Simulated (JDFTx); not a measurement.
# C (Fd-3m) in JDFTx: notebook

Aim: see how the results for C move with the level of theory and the settings. Levels: PBEsol, LDA. Tasks: band structure, equation of state.

Program: JDFTx 1.7.0 (patched build). These are calculated values, not measurements. Logs are shortened: lines on timing, memory, paths and dates and some standing lists are left out, and cuts for length are marked. The log counts tension as positive stress, the text compression.

**The experiment to reproduce.**

From “Equation of state of cubic boron nitride at high pressures and temperatures”, 2007, arxiv:cond-mat/0702656, for a bulk crystal of C: bulk modulus 442 ± 5 GPa.

How close the calculation comes is told below.

**1. The structure**

The structure is cubic, space group Fd-3m (No. 227). Conventional cell: a = 3.567 Å, b = 3.567 Å, c = 3.567 Å, α = 90.00°, β = 90.00°, γ = 90.00°. Around C (site symmetry -43m) lie 4 C at 1.54 Å.

This isn't the form of C at room conditions, which is graphite.

**2. Band structure, PBEsol**

Contents of bands.in:

```
lattice \
    0.0000000000     3.3700808789     3.3700808789 \
    3.3700808789     0.0000000000     3.3700808789 \
    3.3700808789     3.3700808789     0.0000000000
coords-type Lattice
ion C      0.7500000000     0.7500000000     0.7500000000 1
ion C      0.5000000000     0.5000000000     0.5000000000 1

ion-species pseudo/C.upf
elec-cutoff 41 328
elec-ex-corr gga-PBEsol
elec-smearing Fermi 0.0018374661
elec-n-bands 9
electronic-minimize nIterations 30 energyDiffThreshold 1e-06
davidson-band-ratio 1.3
forces-output-coords Cartesian
include path.kpoints
symmetries none
fix-electron-density run.$VAR

dump-name bands.$VAR
dump End Ecomponents EigStats BandEigs Kpoints Forces
```

Contents of path.kpoints:

```
kpoint +0.0000000000 +0.0000000000 +0.0000000000 0.020000000000
kpoint +0.0714285714 +0.0000000000 +0.0714285714 0.020000000000
kpoint +0.1428571429 +0.0000000000 +0.1428571429 0.020000000000
kpoint +0.2142857143 +0.0000000000 +0.2142857143 0.020000000000
kpoint +0.2857142857 +0.0000000000 +0.2857142857 0.020000000000
kpoint +0.3571428571 +0.0000000000 +0.3571428571 0.020000000000
kpoint +0.4285714286 +0.0000000000 +0.4285714286 0.020000000000
kpoint +0.5000000000 +0.0000000000 +0.5000000000 0.020000000000
kpoint +0.5000000000 +0.0833333333 +0.5833333333 0.020000000000
kpoint +0.5000000000 +0.1666666667 +0.6666666667 0.020000000000
kpoint +0.5000000000 +0.2500000000 +0.7500000000 0.020000000000
kpoint +0.4375000000 +0.3125000000 +0.7500000000 0.020000000000
kpoint +0.3750000000 +0.3750000000 +0.7500000000 0.020000000000
kpoint +0.3281250000 +0.3281250000 +0.6562500000 0.020000000000
kpoint +0.2812500000 +0.2812500000 +0.5625000000 0.020000000000
kpoint +0.2343750000 +0.2343750000 +0.4687500000 0.020000000000
kpoint +0.1875000000 +0.1875000000 +0.3750000000 0.020000000000
kpoint +0.1406250000 +0.1406250000 +0.2812500000 0.020000000000
kpoint +0.0937500000 +0.0937500000 +0.1875000000 0.020000000000
kpoint +0.0468750000 +0.0468750000 +0.0937500000 0.020000000000
kpoint +0.0000000000 +0.0000000000 +0.0000000000 0.020000000000
kpoint +0.0833333333 +0.0833333333 +0.0833333333 0.020000000000
kpoint +0.1666666667 +0.1666666667 +0.1666666667 0.020000000000
kpoint +0.2500000000 +0.2500000000 +0.2500000000 0.020000000000
kpoint +0.3333333333 +0.3333333333 +0.3333333333 0.020000000000
kpoint +0.4166666667 +0.4166666667 +0.4166666667 0.020000000000
kpoint +0.5000000000 +0.5000000000 +0.5000000000 0.020000000000
kpoint +0.5250000000 +0.4500000000 +0.5250000000 0.020000000000
kpoint +0.5500000000 +0.4000000000 +0.5500000000 0.020000000000
kpoint +0.5750000000 +0.3500000000 +0.5750000000 0.020000000000
kpoint +0.6000000000 +0.3000000000 +0.6000000000 0.020000000000
kpoint +0.6250000000 +0.2500000000 +0.6250000000 0.020000000000
kpoint +0.5625000000 +0.2500000000 +0.6875000000 0.020000000000
kpoint +0.5000000000 +0.2500000000 +0.7500000000 0.020000000000
kpoint +0.5000000000 +0.2916666667 +0.7083333333 0.020000000000
kpoint +0.5000000000 +0.3333333333 +0.6666666667 0.020000000000
kpoint +0.5000000000 +0.3750000000 +0.6250000000 0.020000000000
kpoint +0.5000000000 +0.4166666667 +0.5833333333 0.020000000000
kpoint +0.5000000000 +0.4583333333 +0.5416666667 0.020000000000
kpoint +0.5000000000 +0.5000000000 +0.5000000000 0.020000000000
kpoint +0.4791666667 +0.4791666667 +0.5416666667 0.020000000000
kpoint +0.4583333333 +0.4583333333 +0.5833333333 0.020000000000
kpoint +0.4375000000 +0.4375000000 +0.6250000000 0.020000000000
kpoint +0.4166666667 +0.4166666667 +0.6666666667 0.020000000000
kpoint +0.3958333333 +0.3958333333 +0.7083333333 0.020000000000
kpoint +0.3750000000 +0.3750000000 +0.7500000000 0.020000000000
kpoint +0.6250000000 +0.2500000000 +0.6250000000 0.020000000000
kpoint +0.5833333333 +0.1666666667 +0.5833333333 0.020000000000
kpoint +0.5416666667 +0.0833333333 +0.5416666667 0.020000000000
kpoint +0.5000000000 +0.0000000000 +0.5000000000 0.020000000000
```

Potentials or basis: PseudoDojo-SR-PBEsol-0.4.1-standard with smoothed tails.

On the command line:

```console
$ jdftx -c 1 -i bands.in -o bands.out
```

The log of the run:

```text
*************** JDFTx 1.7.0 (patched build) ***************

Input parsed successfully to the following command list (including defaults):
[... the input with its defaults ...]

---------- Initializing the Grid ----------
R =
[            0      3.37008      3.37008  ]
[      3.37008            0      3.37008  ]
[      3.37008      3.37008            0  ]
unit cell volume = 76.551
G =
[  -0.932201   0.932201   0.932201  ]
[   0.932201  -0.932201   0.932201  ]
[   0.932201   0.932201  -0.932201  ]
Minimum fftbox size, Smin = [  40  40  40  ]
Chosen fftbox size, S = [  40  40  40  ]

---------- Initializing tighter grid for wavefunction operations ----------
R =
[            0      3.37008      3.37008  ]
[      3.37008            0      3.37008  ]
[      3.37008      3.37008            0  ]
unit cell volume = 76.551
G =
[  -0.932201   0.932201   0.932201  ]
[   0.932201  -0.932201   0.932201  ]
[   0.932201   0.932201  -0.932201  ]
Minimum fftbox size, Smin = [  28  28  28  ]
Chosen fftbox size, S = [  28  28  28  ]

---------- Exchange Correlation functional ----------
Initalized PBEsol GGA exchange.
Initalized PBEsol GGA correlation.

---------- Setting up pseudopotentials ----------
Width of ionic core gaussian charges (only for fluid interactions / plotting) set to 0

Reading pseudopotential file 'pseudo/C.upf':
  'C' pseudopotential, 'PBESOL' functional
  Generated using ONCVPSP code by D. R. Hamann
  4 valence electrons, 2 orbitals, 4 projectors, 1001 radial grid points, with lMax = 1
    2S    l: 0   occupation:  2.0   eigenvalue: -0.501565
    2P    l: 1   occupation:  2.0   eigenvalue: -0.192331
  Core radius for overlap checks: 1.21 bohrs.

Initialized 1 species with 2 total atoms.

Folded 50 k-points by 1x1x1 to 50 k-points.

---------- Setting up k-points, bands, fillings ----------
No reducable k-points.
Computing the number of bands and number of electrons
Calculating initial fillings.
nElectrons:   8.000000   nBands: 9   nStates: 50

----- Setting up reduced wavefunction bases (one per k-point) -----
average nbasis = 959.060 , ideal nbasis = 959.888

---------- Setting up ewald sum ----------
Optimum gaussian width for ewald sums = 1.530632 bohr.
Real space sum over 1331 unit cells with max indices [  5  5  5  ]
Reciprocal space sum over 2197 terms with max indices [  6  6  6  ]

---------- Allocating electronic variables ----------
Reading n from file 'run.n' ... done
Initializing wave functions:  linear combination of atomic orbitals
Note: number of bands (9) exceeds available atomic orbitals (8)

----------- Band structure minimization -------------
Minimization will be done independently for each quantum number.

---- Minimization of quantum number:     0  [ +0.0000000 +0.0000000 +0.0000000 ]  0.040000000 ----
BandDavidson: Iter:   0  Eband: +0.247676270291052
BandDavidson: Iter:   1  Eband: +0.222821844230280  dEband: -2.485443e-02
BandDavidson: Iter:   2  Eband: +0.218384185892380  dEband: -4.437658e-03
BandDavidson: Iter:   3  Eband: +0.217323189477919  dEband: -1.060996e-03
[... 563 lines of inner loops ...]
BandDavidson: Iter:   5  Eband: +0.217337559749111  dEband: -2.850696e-06
BandDavidson: Iter:   6  Eband: +0.217336979467464  dEband: -5.802816e-07
BandDavidson: Converged (dEband<1.000000e-06)
	FillingsUpdate:  mu: +0.549079751  nElectrons: 8.000000

Dumping 'bands.eigStats' ...
	eMin: -0.301017 at state 20 ( [ +0.000000 +0.000000 +0.000000 ] spin 0 )
	HOMO: +0.490940 at state 20 ( [ +0.000000 +0.000000 +0.000000 ] spin 0 )
	mu  : +0.549080
	LUMO: +0.639595 at state 5 ( [ +0.357143 +0.000000 +0.357143 ] spin 0 )
	eMax: +1.338632 at state 49 ( [ +0.500000 +0.000000 +0.500000 ] spin 0 )
	HOMO-LUMO gap: +0.148655
	Optical gap  : +0.204464 at state 0 ( [ +0.000000 +0.000000 +0.000000 ] spin 0 )
Done!
[note: mu, HOMO and LUMO in a band run belong to the points of the path alone and aren't those of the crystal]
```

It took 4.4 s on 1 thread of Intel Xeon Platinum 8259CL at 2.50GHz (Skylake/Cascade Lake), shared host; peak memory 0.09 GiB.

Results:

```yaml
Band_gap_along_the_path: 4.05 eV, indirect (least direct gap 5.56 eV)
```

Levels at the corners of the path, in eV from the valence-band top:
```
point  band 2  band 3  band 4  band 5
    Γ    0.00    0.00    0.00    5.56
    X  -12.80   -6.36   -6.36    4.65
    W  -11.98   -8.43   -8.43   10.51
    K  -11.77   -9.44   -5.42    5.57
    Γ    0.00    0.00    0.00    5.56
    L  -13.49   -2.83   -2.83    8.43
    U  -11.77   -9.44   -5.42    5.57
    W  -11.98   -8.43   -8.43   10.51
    L  -13.49   -2.83   -2.83    8.43
    K  -11.77   -9.44   -5.42    5.57
    U  -11.77   -9.44   -5.42    5.57
    X  -12.80   -6.36   -6.36    4.65
```

**3. Equation of state, LDA, 5.33 Å³/atom (volume scaled by 0.94)**

Contents of C.in:

```
lattice \
    0.0000000000     3.3012844142     3.3012844142 \
    3.3012844142     0.0000000000     3.3012844142 \
    3.3012844142     3.3012844142     0.0000000000
coords-type Lattice
ion C      0.7500000000     0.7500000000     0.7500000000 1
ion C      0.5000000000     0.5000000000     0.5000000000 1

ion-species pseudo/C.upf
elec-cutoff 41 328
elec-ex-corr lda-PW
kpoint-folding 13 13 13
elec-smearing Gauss 0.00091873305
elec-n-bands 9
electronic-SCF nIterations 100 energyDiffThreshold 1e-09
electronic-minimize nIterations 30 energyDiffThreshold 1e-7
forces-output-coords Cartesian

dump-name run.$VAR
dump End Ecomponents EigStats BandEigs Kpoints Forces Stress ElecDensity Dtot KEdensity
```

Potentials or basis: PseudoDojo-SR-LDA-0.4.1-standard with smoothed tails.

On the command line:

```console
$ jdftx -c 1 -i C.in -o C.out
```

Run time: 25 s. Hardware: 1 thread of Intel Xeon Platinum 8259CL at 2.50GHz (Skylake/Cascade Lake), shared host; peak memory 0.09 GiB.

Results (log left out):

| Property | Result |
| --- | --- |
| Free energy | -313.2499 eV |
| Pressure | 18.4 GPa |
| Band gap on the k mesh | 4.31 eV, indirect (least direct gap 5.74 eV) |

Caveat: an odd mesh through Γ misses points on the zone boundary, where band edges often lie.

**4. Equation of state, LDA, 5.44 Å³/atom (volume scaled by 0.96)**

Contents of C.in:

```
lattice \
    0.0000000000     3.3245336620     3.3245336620 \
    3.3245336620     0.0000000000     3.3245336620 \
    3.3245336620     3.3245336620     0.0000000000
coords-type Lattice
ion C      0.7500000000     0.7500000000     0.7500000000 1
ion C      0.5000000000     0.5000000000     0.5000000000 1

ion-species pseudo/C.upf
elec-cutoff 41 328
elec-ex-corr lda-PW
kpoint-folding 13 13 13
elec-smearing Gauss 0.00091873305
elec-n-bands 9
electronic-SCF nIterations 100 energyDiffThreshold 1e-09
electronic-minimize nIterations 30 energyDiffThreshold 1e-7
forces-output-coords Cartesian

dump-name run.$VAR
dump End Ecomponents EigStats BandEigs Kpoints Forces Stress
```

On the command line:

```console
$ jdftx -c 1 -i C.in -o C.out
```

Wall time 26 s (1 thread of Intel Xeon Platinum 8259CL at 2.50GHz (Skylake/Cascade Lake), shared host); peak memory 0.09 GiB.

Results (log left out):

* Free energy: -313.2685 eV
* Pressure: 7.6 GPa
* Band gap on the k mesh: 4.25 eV, indirect (least direct gap 5.68 eV)

Caveat: an odd mesh through Γ misses points on the zone boundary, where band edges often lie.

**5. Equation of state, LDA, 5.56 Å³/atom (volume scaled by 0.98)**

C.in: that of step 4 with these lines changed.

```diff
@@ -1,5 +1,5 @@
 lattice \
-    0.0000000000     3.3245336620     3.3245336620 \
-    3.3245336620     0.0000000000     3.3245336620 \
-    3.3245336620     3.3245336620     0.0000000000
+    0.0000000000     3.3474622049     3.3474622049 \
+    3.3474622049     0.0000000000     3.3474622049 \
+    3.3474622049     3.3474622049     0.0000000000
 coords-type Lattice
```

On the command line:

```console
$ jdftx -c 1 -i C.in -o C.out
```

It took 25 s on 1 thread of Intel Xeon Platinum 8259CL at 2.50GHz (Skylake/Cascade Lake), shared host; peak memory 0.09 GiB.

The run converged. Its results:

```
Free energy            : -313.2725 eV
Pressure               : -2.2 GPa
Band gap on the k mesh : 4.20 eV, indirect (least direct gap 5.62 eV)
```

Caveat: an odd mesh through Γ misses points on the zone boundary, where band edges often lie.

**6. Equation of state, LDA, 5.67 Å³/atom**

C.in: that of step 5 with these lines changed.

```diff
@@ -1,5 +1,5 @@
 lattice \
-    0.0000000000     3.3474622049     3.3474622049 \
-    3.3474622049     0.0000000000     3.3474622049 \
-    3.3474622049     3.3474622049     0.0000000000
+    0.0000000000     3.3700808789     3.3700808789 \
+    3.3700808789     0.0000000000     3.3700808789 \
+    3.3700808789     3.3700808789     0.0000000000
 coords-type Lattice
```

Potentials or basis: PseudoDojo-SR-LDA-0.4.1-standard with smoothed tails.

On the command line:

```console
$ jdftx -c 1 -i C.in -o C.out
```

It took 24 s on 1 thread of Intel Xeon Platinum 8259CL at 2.50GHz (Skylake/Cascade Lake), shared host; peak memory 0.09 GiB.

Results (log left out):

| Item | Value |
| --- | --- |
| Free energy | -313.2633 eV |
| Pressure | -11.1 GPa |
| Band gap on the k mesh | 4.15 eV, indirect (least direct gap 5.56 eV) |

Caveat: an odd mesh through Γ misses points on the zone boundary, where band edges often lie.

**7. Equation of state, LDA, 5.79 Å³/atom (volume scaled by 1.02)**

C.in: that of step 6 with these lines changed.

```diff
@@ -1,5 +1,5 @@
 lattice \
-    0.0000000000     3.3700808789     3.3700808789 \
-    3.3700808789     0.0000000000     3.3700808789 \
-    3.3700808789     3.3700808789     0.0000000000
+    0.0000000000     3.3923999456     3.3923999456 \
+    3.3923999456     0.0000000000     3.3923999456 \
+    3.3923999456     3.3923999456     0.0000000000
 coords-type Lattice
```

On the command line:

```console
$ jdftx -c 1 -i C.in -o C.out
```

Run time: 26 s. Hardware: 1 thread of Intel Xeon Platinum 8259CL at 2.50GHz (Skylake/Cascade Lake), shared host; peak memory 0.09 GiB.

The run converged. Its results:

```yaml
Free_energy: -313.2420 eV
Pressure: -19.2 GPa
Band_gap_on_the_k_mesh: 4.10 eV, indirect (least direct gap 5.50 eV)
```

Caveat: an odd mesh through Γ misses points on the zone boundary, where band edges often lie.

**8. Equation of state, LDA, 5.90 Å³/atom (volume scaled by 1.04)**

C.in: that of step 7 with these lines changed.

```diff
@@ -1,5 +1,5 @@
 lattice \
-    0.0000000000     3.3923999456     3.3923999456 \
-    3.3923999456     0.0000000000     3.3923999456 \
-    3.3923999456     3.3923999456     0.0000000000
+    0.0000000000     3.4144291341     3.4144291341 \
+    3.4144291341     0.0000000000     3.4144291341 \
+    3.4144291341     3.4144291341     0.0000000000
 coords-type Lattice
```

On the command line:

```console
$ jdftx -c 1 -i C.in -o C.out
```

It took 27 s on 1 thread of Intel Xeon Platinum 8259CL at 2.50GHz (Skylake/Cascade Lake), shared host; peak memory 0.09 GiB.

The run converged. Its results:

- Free energy: -313.2098 eV
- Pressure: -26.6 GPa
- Band gap on the k mesh: 4.06 eV, indirect (least direct gap 5.45 eV)

Caveat: an odd mesh through Γ misses points on the zone boundary, where band edges often lie.

**9. Equation of state, LDA, 6.01 Å³/atom (volume scaled by 1.06)**

C.in: that of step 8 with these lines changed.

```diff
@@ -1,5 +1,5 @@
 lattice \
-    0.0000000000     3.4144291341     3.4144291341 \
-    3.4144291341     0.0000000000     3.4144291341 \
-    3.4144291341     3.4144291341     0.0000000000
+    0.0000000000     3.4361776767     3.4361776767 \
+    3.4361776767     0.0000000000     3.4361776767 \
+    3.4361776767     3.4361776767     0.0000000000
 coords-type Lattice
```

Potentials or basis: PseudoDojo-SR-LDA-0.4.1-standard with smoothed tails.

On the command line:

```console
$ jdftx -c 1 -i C.in -o C.out
```

It took 21 s on 1 thread of Intel Xeon Platinum 8259CL at 2.50GHz (Skylake/Cascade Lake), shared host; peak memory 0.09 GiB.

Results (log left out):

```yaml
Free_energy: -313.1676 eV
Pressure: -33.3 GPa
Band_gap_on_the_k_mesh: 4.01 eV, indirect (least direct gap 5.39 eV)
```

Caveat: the cell as given lies far from equilibrium; an odd mesh through Γ misses points on the zone boundary, where band edges often lie.

**10. Equation of state, LDA**

This step only gathers the single runs of the series.

What came out:

```yaml
Equilibrium_volume: 5.53 Å³/atom
Bulk_modulus: 465 GPa
Pressure_derivative_of_the_bulk_modulus: 3.7
```

Energy against volume, from the lowest point:
```tsv
volume (Å³/atom)	energy (meV/atom)
5.332	11.29
5.445	2.01
5.558	0.00
5.672	4.62
5.785	15.26
5.899	31.37
6.012	52.46
```

**11. The reference run**

An earlier run on the cell as given: functional PBEsol; potentials or basis PseudoDojo-SR-PBEsol-0.4.1-standard with smoothed tails; cutoff 1116 eV; density cutoff 8925 eV; k mesh 13 × 13 × 13; occupations fermi-dirac, width 0.05 eV; no spin polarisation.

- Pressure: -3.2 GPa
- Band gap on the k mesh: 4.05 eV, indirect (least direct gap 5.56 eV)

**12. How close it comes**

Step 10. Measured bulk modulus of C: 442 GPa (quoted in “Equation of state of cubic boron nitride at high pressures and temperatures”, 2007, arxiv:cond-mat/0702656). This calculation gives 465 GPa (+5.2 %). 3 values of this kind are on record (442 to 444.8 GPa); this one was drawn at random among those near their median, those with a stated uncertainty first. The fit is for a static lattice scaled at fixed shape and fixed fractional positions. The cell as given is a measured one (5.67 Å³/atom); LDA puts the equilibrium volume -2.4 % from it, thermal expansion not counted.
